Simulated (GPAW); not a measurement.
Set up this calculation in GPAW 26.7.0, as an ASE script.

```yaml
Task: relaxation of cell and atoms
Functional: BLYP
Dispersion: D4
Potentials_or_basis: PAW data sets generated in the run's folder for this functional
Cutoff: 800 eV
Basis: pw
k_mesh: 10 × 10 × 10
Occupations: fermi-dirac, width 0.05 eV
Spin: no spin polarisation
Eigensolver: davidson
Maxiter: 150
Optimizer: FIRE
Fmax: 0.05 eV/Å
Max_steps: 40
Convergence: density=1e-05 forces=0.0001
```

The structure of CaO lies in CaO.xyz:

```xyz
2
Lattice="0.0000000000 2.4035556960 2.4035556960 2.4035556960 0.0000000000 2.4035556960 2.4035556960 2.4035556960 0.0000000000" Properties=species:S:1:pos:R:3 pbc="T T T"
Ca     0.0000000000      0.0000000000      0.0000000000
O      2.4035556960      2.4035556960      2.4035556960
```

The cell is a database's computed one.

These files were run (other wordings do the same):

run.py

```python
from ase.calculators.mixing import SumCalculator
from ase.filters import FrechetCellFilter
from ase.io import read, write
from ase.optimize import FIRE
from dftd4.ase import DFTD4
from gpaw import GPAW, PW, setup_paths

setup_paths.insert(0, '.')

atoms = read('CaO.xyz')

calc = GPAW(mode=PW(800),
            xc='BLYP',
            kpts={'size': (10, 10, 10), 'gamma': True},
            occupations={'name': 'fermi-dirac', 'width': 0.05},
            nbands=16,
            convergence={'density': 1e-05, 'forces': 0.0001},
            eigensolver='davidson',
            maxiter=150,
            txt='gpaw.txt')
atoms.calc = SumCalculator([calc, DFTD4(method='blyp')])
opt = FIRE(FrechetCellFilter(atoms), trajectory='relax.traj', logfile='-')
done = opt.run(fmax=0.05, steps=40)
calc.write('gs.gpw')
write('result.traj', atoms)
print('Converged:', done)
print('Cell:', atoms.cell.cellpar().round(4))
print('Volume:', round(atoms.get_volume(), 4))
print(atoms.get_scaled_positions().round(5))
```

Potentials or basis: PAW data sets generated in the run's folder for this functional, pw.

Run with:

```console
$ gpaw-setup -f BLYP Ca O
$ OMP_NUM_THREADS=1 python run.py
```

It gave:

The relaxed volume is 13.93 Å³/atom and the relaxed cell is a = 3.403 Å, b = 3.403 Å, c = 3.403 Å, α = 60.00°, β = 60.00°, γ = 60.00°. The space group after relaxing (to 0.05 Å) is Fm-3m (No. 225). The energy gained by relaxing is 0.2 meV/atom, the ionic steps are 3 and the pressure after relaxing is 0.5 GPa. The band gap on the k mesh is 3.78 eV, indirect (least direct gap 4.15 eV) and the dispersion energy per atom is -0.300 eV.

Caveat: later steps reuse the first step's grids.

It took 120 s on 1 thread of Arm Neoverse V1, with other jobs on the host, peak memory 0.31 GiB.
